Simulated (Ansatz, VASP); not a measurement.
## ZnS in VASP and in Ansatz

File INCAR:

```
PREC = Accurate
ENCUT = 520
EDIFF = 1E-6
ISMEAR = 0
SIGMA = 0.017
LREAL = False
LASPH = True
NELM = 100
ALGO = Normal
ISIF = 2
LWAVE = False
LCHARG = True
GGA = PE
LELF = True
LVHAR = True
NBANDS = 16
```

File KPOINTS:

```
regular mesh
0
Gamma
  9 9 9
```

File POSCAR:

```
ZnS
1.0
    0.0000000000      2.7020000000      2.7020000000
    2.7020000000      0.0000000000      2.7020000000
    2.7020000000      2.7020000000      0.0000000000
Zn S
1 1
Direct
    0.7500000000      0.7500000000      0.7500000000
    0.0000000000      0.0000000000      0.0000000000
```

File input.yaml:

```yaml
crystal:
  lattice:
    - [0.0, 2.702, 2.702]
    - [2.702, 0.0, 2.702]
    - [2.702, 2.702, 0.0]
  atoms:
    - { symbol: Zn, position: [0.75, 0.75, 0.75] }
    - { symbol: S, position: [0.0, 0.0, 0.0] }
kpoints:
  mp_grid: { grid: [9, 9, 9] }
scf:
  occupations: { method: gaussian, width: 0.017 }
hamiltonian:
  xc: pbe
  pseudopotentials: { kind: all_electron, lapw: { basis_error: 0.001 } }
output:
  forces: true
  stress: true
  eigenvalues: true
```

Alike in both runs: task single point; functional PBE; k mesh 9 × 9 × 9; occupations gaussian, width 0.017 eV; no spin polarisation.

```csv
,VASP,Ansatz
version,VASP 6.6.1,Ansatz 0.2.0
potentials or method,"VASP PAW PBE potentials, release 64 (Zn, S)","all-electron LAPW, scalar-relativistic"
plane-wave cutoff (eV),520,see its input
```

VASP gave:

| Quantity | Value |
| --- | --- |
| gap on the k mesh at the Fermi level (eV) | 2.11 |
| least direct gap on the mesh (eV) | 2.11 |
| pressure (GPa) | 1.8 |

Question: Estimate Ansatz's values.

Answer: gap on the k mesh at the Fermi level (eV): 2.11; least direct gap on the mesh (eV): 2.11; pressure (GPa): 1.6.

Ansatz ran all-electron here, so the differences hold the error of VASP's frozen core and of both bases.

Expect the measured gap to be larger: semilocal functionals such as PBE lack the derivative discontinuity.
